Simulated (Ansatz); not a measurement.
# Y (P6_3/mmc) in Ansatz: elastic constants with PBEsol

Aim: the elastic constants of Y with PBEsol.

All numbers are computed with Ansatz 0.2.0; they aren't measurements. Logs are shortened: lines on timing, memory, paths and dates and some standing lists are left out, and cuts for length are marked.

### 1 Starting point

The structure is hexagonal, space group P6_3/mmc (No. 194). Conventional cell: a = 3.647 Å, b = 3.647 Å, c = 5.731 Å, α = 90.00°, β = 90.00°, γ = 120.00°. Y (site symmetry -6m2) has 12 Y at 3.56 to 3.65 Å as nearest neighbours.

### 2 Elastic constants, PBEsol

Input file input.yaml:

```yaml
crystal:
  lattice:
    - [3.6474, 0.0, 0.0]
    - [-1.8237, 3.1587410578, 0.0]
    - [0.0, 0.0, 5.7306]
  atoms:
    - { symbol: "Y", position: [0.6666666667, 0.3333333333, 0.75] }
    - { symbol: "Y", position: [0.3333333333, 0.6666666667, 0.25] }
hamiltonian:
  xc: pbesol
  pseudopotentials: { kind: paw }
kpoints:
  mp_grid: { grid: [8, 8, 4] }
scf:
  occupations: { method: fermi_dirac, width: 0.05 }
output:
  forces: true
  stress: true
elastic:
  mode: relaxed_ion
  stencil: two_point
```

Potentials or basis: Ansatz PAW.

On the command line:

```bash
$ ansatz run input.yaml --threads 2 --pin off --max-ram 5632MiB --backend cpu --events-out ev --progress --plain --runs-dir out
```

Standard output:

```text
Warning: RAYON_NUM_THREADS=2 ignored (pool sized by the plan → 2); use --threads N
Engine: ansatz 0.2.0, x86_64-unknown-linux-gnu
Pseudopotentials: kind: paw
Pseudopotential: Y, paw, valence charge 11, recommended cutoff 420 eV (normal), Y.paw.azcp
Functional definition: PBEsol
  exchange = pbesol_x
  correlation = pbesol_c
Crystal: 2 atoms, lattice volume = 66.023 Å³
Basis set: ecut = 420 eV, 1267 PW (Γ), exchange–correlation on 50×50×80 points (8 copies of the dense FFT grid, shifted against one another)
Bands: 15, of which v1, the nominal top of the filled ones, is band 11 counted from 1 (10 counted from 0)
Symmetry: 24 space group operations
Space group: P63/mmc (ITA 194), of the structure as read, at distance tolerance 4.0e-5 Å
k-points: 30 of 256
Non-local potential: Y, projectors of the file, l = 0: 3, l = 1: 2, l = 2: 2, l = 3: 1
PAW form: soft (Blöchl's): semilocal exchange-correlation on the pseudo side does not see the compensation charge
PAW frozen core: Y, regenerated for the run's functional, and the local potential with it (the file was generated under x = pbe(κ = 0.804, μ = 0.2195149727645171), c = pbe(β = 0.06672455060314922))
PAW one-centre angular grid: Y, 590 points (default); XC on 64 Gauss nodes
Initial density: superposition of atomic densities (neutral atoms: chi_scale 0, normalization atom), corrected by the library's trained network
Initial wavefunctions: pseudopotential atomic-orbital guess
Functional: x = pbesol(κ = 0.804, μ = 0.12345679012345678), c = pbesol(β = 0.046)
SCF iter   1: F=—  HF=-7590.138800 eV  |F-HF|=—  |Δ(HF+E_count)|=         —  Δρ=2.30e-3  dr2=2.69e-3  ethr=1.77e-3  ⟨swp⟩=4.5  Hψ=1983  notcnv=0
preconditioner: auto → Kerker (q_TF=auto, 2.272 Å⁻¹)  [metal: Δε(μ)=0.045 eV  Ē_g=2.536 eV  σ=0.050 eV  W_gap=0.22  n_scr=22 (ndim 8)  ℏωp=11.2 eV  f_vac=0.000  D(μ)=3.89/eV (n_scr^D=34)]
SCF iter   2: F=—  HF=-7590.138352 eV  |F-HF|=—  |Δ(HF+E_count)|=   4.48e-4  Δρ=1.29e-3  dr2=8.69e-4  ethr=1.22e-5  ⟨swp⟩=2.1  Hψ=956  notcnv=0
SCF iter   3: F=—  HF=-7590.138273 eV  |F-HF|=—  |Δ(HF+E_count)|=   7.88e-5  Δρ=2.20e-4  dr2=5.10e-5  ethr=3.95e-6  ⟨swp⟩=1.8  Hψ=515  notcnv=0
SCF iter   4: F=—  HF=-7590.138253 eV  |F-HF|=—  |Δ(HF+E_count)|=   2.06e-5  Δρ=7.91e-5  dr2=3.62e-6  ethr=2.32e-7  ⟨swp⟩=2.7  Hψ=710  notcnv=0
SCF iter   5: F=—  HF=-7590.138252 eV  |F-HF|=—  |Δ(HF+E_count)|=   1.09e-6  Δρ=1.33e-5  dr2=9.34e-8  ethr=1.65e-8  ⟨swp⟩=2.0  Hψ=767  notcnv=0
SCF iter   6: F=—  HF=-7590.138253 eV  |F-HF|=—  |Δ(HF+E_count)|=   1.17e-6  Δρ=2.98e-6  dr2=4.49e-9  ethr=4.24e-10  ⟨swp⟩=2.5  Hψ=802  notcnv=0
SCF iter   7: F=—  HF=-7590.138253 eV  |F-HF|=—  |Δ(HF+E_count)|=  9.26e-10  Δρ=8.13e-7  dr2=3.84e-10  ethr=2.04e-11  ⟨swp⟩=2.6  Hψ=776  notcnv=0
SCF iter   8: F=—  HF=-7590.138253 eV  |F-HF|=—  |Δ(HF+E_count)|=  1.47e-10  Δρ=1.40e-7  dr2=1.25e-11  ethr=1.74e-12  ⟨swp⟩=2.5  Hψ=758  notcnv=0
SCF iter   9: F=-7590.138253 eV  HF=-7590.138253 eV  |F-HF|=9.09e-13  |Δ(HF+E_count)|=  1.82e-12  Δρ=6.70e-9  dr2=2.74e-14  ethr=1.00e-12  ⟨swp⟩=3.0  Hψ=1936  notcnv=0
SCF 1 converged in 9 iterations: F = -7590.138253 eV  dr2 = 2.74e-14
Crystal: 2 atoms, lattice volume = 65.891 Å³
Symmetry: 8 space group operations
k-points: 63 of 256
Initial density: handed on by an earlier stage of this run
Initial wavefunctions: pseudopotential atomic-orbital guess (no wavefunctions were taken with the density)
iter 1 solved again at ethr=1.20e-5 eV; its pass at ethr=3.10e-3 eV (dr2=2.65e-3 eV) is discarded
SCF iter   1: F=—  HF=-7590.140595 eV  |F-HF|=—  |Δ(HF+E_count)|=         —  Δρ=1.99e-3  dr2=2.21e-3  ethr=1.20e-5  ⟨swp⟩=2.3  Hψ=6201  notcnv=0
preconditioner: auto → Kerker (q_TF=auto, 2.272 Å⁻¹)  [metal: Δε(μ)=0.049 eV  Ē_g=2.536 eV  σ=0.050 eV  W_gap=0.24  n_scr=14 (ndim 8)  ℏωp=11.2 eV  f_vac=0.000  D(μ)=3.95/eV (n_scr^D=36)]
SCF iter   2: F=—  HF=-7590.139837 eV  |F-HF|=—  |Δ(HF+E_count)|=   7.57e-4  Δρ=9.65e-4  dr2=5.87e-4  ethr=1.00e-5  ⟨swp⟩=2.0  Hψ=1613  notcnv=0
SCF iter   3: F=—  HF=-7590.139580 eV  |F-HF|=—  |Δ(HF+E_count)|=   2.57e-4  Δρ=1.06e-4  dr2=5.42e-6  ethr=2.67e-6  ⟨swp⟩=2.0  Hψ=1632  notcnv=0
SCF iter   4: F=—  HF=-7590.139575 eV  |F-HF|=—  |Δ(HF+E_count)|=   4.73e-6  Δρ=1.17e-5  dr2=1.31e-7  ethr=2.46e-8  ⟨swp⟩=2.3  Hψ=1654  notcnv=0
SCF iter   5: F=—  HF=-7590.139575 eV  |F-HF|=—  |Δ(HF+E_count)|=   5.17e-7  Δρ=3.12e-6  dr2=7.00e-9  ethr=5.95e-10  ⟨swp⟩=2.3  Hψ=1630  notcnv=0
SCF iter   6: F=—  HF=-7590.139575 eV  |F-HF|=—  |Δ(HF+E_count)|=  1.06e-10  Δρ=4.89e-7  dr2=1.30e-10  ethr=3.18e-11  ⟨swp⟩=2.0  Hψ=1382  notcnv=0
SCF iter   7: F=—  HF=-7590.139575 eV  |F-HF|=—  |Δ(HF+E_count)|=  3.18e-11  Δρ=8.20e-8  dr2=3.57e-12  ethr=5.91e-13 (applied; sched 1.00e-12)  ⟨swp⟩=1.9  Hψ=1334  notcnv=0
SCF iter   8: F=-7590.139575 eV  HF=-7590.139575 eV  |F-HF|=0.00e0  |Δ(HF+E_count)|=  2.73e-12  Δρ=1.30e-8  dr2=8.23e-14  ethr=1.00e-12  ⟨swp⟩=2.9  Hψ=3726  notcnv=0
SCF 2 converged in 8 iterations: F = -7590.139575 eV  dr2 = 8.23e-14
relax step   1: F+E_penalty+E_count = -7590.13957476 eV  Δ(F+E_penalty+E_count) = +0.000e0 eV  max|allowed force component| = 2.880e-3 eV/Å  Δτ_max = 0.0000 Å  (8 SCF iters, accepted)
Initial wavefunctions: those handed on with the density
iter 1 solved again at ethr=2.81e-9 eV; its pass at ethr=3.10e-3 eV (dr2=6.18e-7 eV) is discarded
SCF iter   1: F=—  HF=-7590.139583 eV  |F-HF|=—  |Δ(HF+E_count)|=         —  Δρ=3.39e-5  dr2=7.26e-7  ethr=2.81e-9  ⟨swp⟩=2.4  Hψ=5622  notcnv=0
preconditioner: auto → Kerker (q_TF=auto, 2.272 Å⁻¹)  [metal: Δε(μ)=0.043 eV  Ē_g=2.531 eV  σ=0.050 eV  W_gap=0.21  n_scr=14 (ndim 8)  ℏωp=11.2 eV  f_vac=0.000  D(μ)=3.94/eV (n_scr^D=34)]
SCF iter   2: F=—  HF=-7590.139578 eV  |F-HF|=—  |Δ(HF+E_count)|=   4.94e-6  Δρ=2.05e-5  dr2=3.16e-7  ethr=2.81e-9  ⟨swp⟩=1.0  Hψ=945  notcnv=0
SCF iter   3: F=—  HF=-7590.139578 eV  |F-HF|=—  |Δ(HF+E_count)|=   3.54e-8  Δρ=3.38e-6  dr2=6.31e-9  ethr=1.44e-9  ⟨swp⟩=2.4  Hψ=1523  notcnv=0
SCF iter   4: F=—  HF=-7590.139578 eV  |F-HF|=—  |Δ(HF+E_count)|=   1.09e-9  Δρ=4.49e-7  dr2=9.08e-11  ethr=2.87e-11  ⟨swp⟩=2.0  Hψ=1649  notcnv=0
SCF iter   5: F=—  HF=-7590.139578 eV  |F-HF|=—  |Δ(HF+E_count)|=  1.82e-12  Δρ=8.26e-8  dr2=2.83e-12  ethr=4.13e-13 (applied; sched 1.00e-12)  ⟨swp⟩=2.1  Hψ=1473  notcnv=0
[... 6 lines left out ...]
SCF iter   3: F=—  HF=-7590.139578 eV  |F-HF|=—  |Δ(HF+E_count)|=   1.45e-9  Δρ=6.72e-7  dr2=2.78e-10  ethr=5.67e-11  ⟨swp⟩=2.4  Hψ=1523  notcnv=0
SCF iter   4: F=—  HF=-7590.139578 eV  |F-HF|=—  |Δ(HF+E_count)|=  4.55e-11  Δρ=9.90e-8  dr2=3.06e-12  ethr=1.26e-12  ⟨swp⟩=2.0  Hψ=1467  notcnv=0
SCF iter   5: F=—  HF=-7590.139578 eV  |F-HF|=—  |Δ(HF+E_count)|=  2.73e-12  Δρ=1.62e-8  dr2=1.05e-13  ethr=1.39e-14 (applied; sched 1.00e-12)  ⟨swp⟩=2.3  Hψ=1555  notcnv=0
SCF iter   6: F=-7590.139578 eV  HF=-7590.139578 eV  |F-HF|=1.82e-12  |Δ(HF+E_count)|=    0.00e0  Δρ=2.97e-9  dr2=4.64e-15  ethr=1.00e-12  ⟨swp⟩=3.3  Hψ=2650  notcnv=0
[... 80 lines left out ...]
SCF iter   2: F=—  HF=-7590.138306 eV  |F-HF|=—  |Δ(HF+E_count)|=   1.73e-4  Δρ=5.37e-4  dr2=1.68e-4  ethr=2.59e-6  ⟨swp⟩=1.0  Hψ=1170  notcnv=0
SCF iter   3: F=—  HF=-7590.138239 eV  |F-HF|=—  |Δ(HF+E_count)|=   6.72e-5  Δρ=5.18e-5  dr2=1.18e-6  ethr=7.63e-7  ⟨swp⟩=2.7  Hψ=2047  notcnv=0
SCF iter   4: F=—  HF=-7590.138234 eV  |F-HF|=—  |Δ(HF+E_count)|=   4.54e-6  Δρ=7.61e-6  dr2=3.66e-8  ethr=5.38e-9  ⟨swp⟩=1.3  Hψ=1320  notcnv=0
SCF iter   5: F=—  HF=-7590.138234 eV  |F-HF|=—  |Δ(HF+E_count)|=   1.74e-9  Δρ=1.59e-6  dr2=7.09e-10  ethr=1.66e-10  ⟨swp⟩=1.3  Hψ=1233  notcnv=0
SCF iter   6: F=—  HF=-7590.138234 eV  |F-HF|=—  |Δ(HF+E_count)|=  5.45e-10  Δρ=1.76e-7  dr2=1.19e-11  ethr=3.22e-12  ⟨swp⟩=2.9  Hψ=1937  notcnv=0
SCF iter   7: F=—  HF=-7590.138234 eV  |F-HF|=—  |Δ(HF+E_count)|=  1.82e-12  Δρ=2.18e-8  dr2=1.85e-13  ethr=5.41e-14 (applied; sched 1.00e-12)  ⟨swp⟩=2.3  Hψ=1990  notcnv=0
SCF iter   8: F=-7590.138234 eV  HF=-7590.138234 eV  |F-HF|=9.09e-13  |Δ(HF+E_count)|=  1.82e-12  Δρ=3.78e-9  dr2=7.75e-15  ethr=1.00e-12  ⟨swp⟩=3.9  Hψ=3457  notcnv=0
SCF 13 converged in 8 iterations: F = -7590.138234 eV  dr2 = 7.75e-15
relax step   1: F+E_penalty+E_count = -7590.13823450 eV  Δ(F+E_penalty+E_count) = +0.000e0 eV  max|allowed force component| = 2.062e-5 eV/Å  Δτ_max = 0.0000 Å  (8 SCF iters, accepted)
iter 1 solved again at ethr=1.00e-12 eV; its pass at ethr=3.10e-3 eV (dr2=4.25e-12 eV) is discarded
SCF iter   1: F=—  HF=-7590.138239 eV  |F-HF|=—  |Δ(HF+E_count)|=         —  Δρ=1.86e-7  dr2=4.32e-12  ethr=1.00e-12  ⟨swp⟩=1.5  Hψ=6725  notcnv=0
SCF iter   2: F=—  HF=-7590.138234 eV  |F-HF|=—  |Δ(HF+E_count)|=   4.77e-6  Δρ=8.46e-8  dr2=7.77e-13  ethr=1.97e-14 (applied; sched 1.00e-12)  ⟨swp⟩=3.1  Hψ=2949  notcnv=0
SCF iter   3: F=—  HF=-7590.138234 eV  |F-HF|=—  |Δ(HF+E_count)|=  9.09e-13  Δρ=5.76e-8  dr2=3.73e-13  ethr=3.53e-15 (applied; sched 1.00e-12)  ⟨swp⟩=1.0  Hψ=1171  notcnv=0
SCF iter   4: F=-7590.138234 eV  HF=-7590.138234 eV  |F-HF|=1.82e-12  |Δ(HF+E_count)|=  4.55e-12  Δρ=2.60e-8  dr2=8.65e-14  ethr=1.00e-12  ⟨swp⟩=3.0  Hψ=4113  notcnv=0
SCF 14 converged in 4 iterations: F = -7590.138234 eV  dr2 = 8.65e-14
SCF converged after 9 iterations
Free energy (F): -7590.138253 eV
Harris-Foulkes:  -7590.138253 eV  (|F-HF|=9.09e-13)
Internal energy: -7590.105474 eV  (E = F + TS)
E sigma→0 (E₀):  -7590.121863 eV
Entropy (-TS):   -0.032779 eV (-16.390 meV/atom)
Fermi energy:    9.176934 eV
--- Per-component energies (eV) ---
  E_band       = -246.637704
  E_kinetic    = 608.089540
  E_local      = -1234.864815  (includes V_loc(G=0)·N_el)
  E_nonlocal   = 103.431295
  E_hartree    = 390.339152
  E_xc         = -342.184814
  E_vxc        = -394.673496  (∫ρ·V_xc dr)
  E_paw        = -5546.864267  (= ΣΔE_a)
  E_vpaw       = -109.298536  (= ΣTr[D̂ρ^β])
  E_aug_tail   = 0.000005  (compensation charges beyond the density's cutoff)
  E_ewald      = -1568.349115
  E_core_change = 0.297546  (= ΣΔE_core)
  E_smearing   = -0.032779  (= −TS)
  E_closure    = -0.000000  (closes the sum)
  Σ components = -7590.138253   (vs F -7590.138253, Δ=0.00e0)
--- Forces (eV/Å), atoms counted from 1 ---
  atom   1  Y      0.00000000     0.00000000     0.00000000
  atom   2  Y      0.00000000    -0.00000000    -0.00000000
  max |Σ_I F_I| component: 1.39e-17 eV/Å
--- Stress (GPa, compression-positive) ---
       -1.679812      -0.000000       0.000000
       -0.000000      -1.679812      -0.000000
        0.000000      -0.000000      -2.590106
  P = ⅓ Tr σ = -1.9832 GPa (-19.832 kbar)
--- Band table (eV; the first three rows and the last of 30) ---
  k-point 0: bands = ["-33.4195", "-33.3469", "-13.7212", "-13.2544", "-13.2544", "-13.1660", "-13.1660", "-13.1283", "4.5052", "7.3050", "10.0336", "10.8961", "10.8961", "11.1856", "11.4933"]
  k-point 1: bands = ["-33.4089", "-33.3576", "-13.6386", "-13.2415", "-13.2415", "-13.2197", "-13.1790", "-13.1790", "4.9018", "6.9690", "9.8171", "10.7535", "10.7535", "10.8170", "11.2031"]
  k-point 2: bands = ["-33.3834", "-33.3834", "-13.4335", "-13.4335", "-13.2104", "-13.2104", "-13.2104", "-13.2104", "5.9240", "5.9240", "10.0997", "10.0997", "10.8178", "10.8178", "10.8178"]
  k-point 29: bands = ["-33.3445", "-33.3445", "-13.6170", "-13.6170", "-13.4410", "-13.4410", "-13.2343", "-13.2343", "8.3243", "8.3243", "9.2613", "9.2613", "9.5340", "9.5340", "11.8624"]
--- Elastic constants: 3 strain directions × 2 members + reference (group order 24) ---
  dense FFT box of the reference and of every strained cell: 25×25×40
  strains applied: 11, 33, 23; error gains: componentwise 1.00 (the most a stress slope's error grows in a printed constant), spectral 1.41 (1 for all six strains in a standard setting)
  C = ∂σ_k/∂η_j (tension-positive GPa; Voigt order 11 22 33 23 13 12):
        72.751     20.358     20.959     -0.000      0.000      0.000
        20.358     72.751     20.959     -0.000      0.000      0.000
        20.046     20.046     69.251     -0.000      0.000     -0.000
         0.000     -0.000      0.000     23.521      0.000     -0.000
         0.000     -0.000     -0.000      0.000     23.521     -0.000
        -0.000      0.000      0.000     -0.000      0.000     26.196
  reference stress σ⁰ (GPa):      1.680      1.680      2.590      0.000     -0.000      0.000
  C* (energy form; C + prestress term) asymmetry max|C*_kj − C*_jk| = 2.290e-3 GPa — a small one proves nothing (zero by symmetry where the batch's group is 432, −43m or m−3m); a large one is finite-difference/SCF noise where every solve meets its electron count
  moduli (Voigt/Reuss/Hill, GPa): K = 37.50/37.48/37.49   G = 24.87/24.81/24.84   E = 61.05   ν = 0.229
  mechanically stable: yes (min eigenvalue of sym C = 23.52 GPa)
  strain η (Voigt 11):  stress-route row diagonal C_11 = 72.75 GPa, energy-path curvature d²(F+E_count+ΔE)/dδ²/Ω₀ = 72.76 GPa
         δ    σ_11 (GPa)             F (eV)   n_scf  n_hpsi   n_pw
    -2.000e-3       1.5338       -7590.1395779       4   12956   1306   relax 3 steps, max|allowed force component| 3.40e-7 eV/Å
     2.000e-3       1.8248       -7590.1368086       4   13017   1318   relax 2 steps, max|allowed force component| 2.19e-5 eV/Å
  strain η (Voigt 33):  stress-route row diagonal C_33 = 69.25 GPa, energy-path curvature d²(F+E_count+ΔE)/dδ²/Ω₀ = 69.27 GPa
         δ    σ_33 (GPa)             F (eV)   n_scf  n_hpsi   n_pw
    -2.000e-3       2.4505       -7590.1403310       7    8330   1312   relax 0 steps, max|allowed force component| 3.70e-17 eV/Å
     2.000e-3       2.7275       -7590.1360609       5    6721   1318   relax 0 steps, max|allowed force component| 7.40e-17 eV/Å
  strain η (Voigt 23):  stress-route row diagonal C_44 = 23.52 GPa, energy-path curvature d²(F+E_count+ΔE)/dδ²/Ω₀ = 22.45 GPa
         δ    σ_23 (GPa)             F (eV)   n_scf  n_hpsi   n_pw
    -2.000e-3      -0.0470       -7590.1382345       4   16170   1314   relax 1 steps, max|allowed force component| 2.06e-5 eV/Å
     2.000e-3       0.0470       -7590.1382345       4   16188   1314   relax 1 steps, max|allowed force component| 2.06e-5 eV/Å
```

Wall time 46 s (2 threads of AMD EPYC, shared host); peak memory 0.43 GiB.

Results:

```yaml
Free_energy: -7590.1383 eV
Pressure: -2.0 GPa
Band_gap_on_the_k_mesh: none (metal or under the smearing width)
Voigt_bulk_modulus: 37 GPa
```

Stress tensor (GPa, compression positive):
```
-1.68  0.00  0.00
 0.00 -1.68  0.00
 0.00  0.00 -2.59
```

Elastic tensor in Voigt notation (GPa, in the Cartesian axes of the cell as first typed):
```
73 20 21  0  0  0
20 73 21  0  0  0
20 20 69  0  0  0
 0  0  0 24  0  0
 0  0  0  0 24  0
 0  0  0  0  0 26
```

Caveat: elastic constants of metals need much finer meshes, so these are rough; the PAW data sets come from PBE, with cores solved anew for the run's functional, which leaves a small shift of forces and pressure.
